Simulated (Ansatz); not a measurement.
Here is the system:

GeO$_{2}$:
```
GeO2
1.0
    4.89025     0.00000     0.00000
   -2.44513     4.23508     0.00000
    0.00000     0.00000     5.61413
Ge O
3 6
Cartesian
  2.18063   0.00000   1.87138
 -1.09032   1.88848   3.74275
  1.35481   2.34660   0.00000
  1.15309   1.31801   1.39569
  3.17228   0.33960   3.26707
  3.01001   2.57747   5.13845
  0.56489   1.65761   4.21844
 -1.29204   2.91707   2.34706
  0.72715   3.89548   0.47569
```

This is the LDA-relaxed structure. Tensor components refer to the Cartesian frame of this cell.

**Question.** All from LDA (plane waves, PAW; program Ansatz), unless another level is named. Estimate the smallest direct gap on the standard path.

**Answer.** 3.54 eV.

**Question.** And the conduction-band minimum?

**Answer.** at Γ.

**Question.** Next, the valence-band maximum?

**Answer.** off the standard path, at k = (0.000, 0.365, -0.094).

**Question.** What about the weight of the valence-edge state by species (Voronoi cells)?

**Answer.** O 97 %, Ge 3 %.

Space group P3_121. Symmetry was held in the LDA relaxation; phonons on a q-mesh show no instability. Spin–orbit coupling is left out wherever it is not named.

Potentials: the later of the program's two PAW sets.
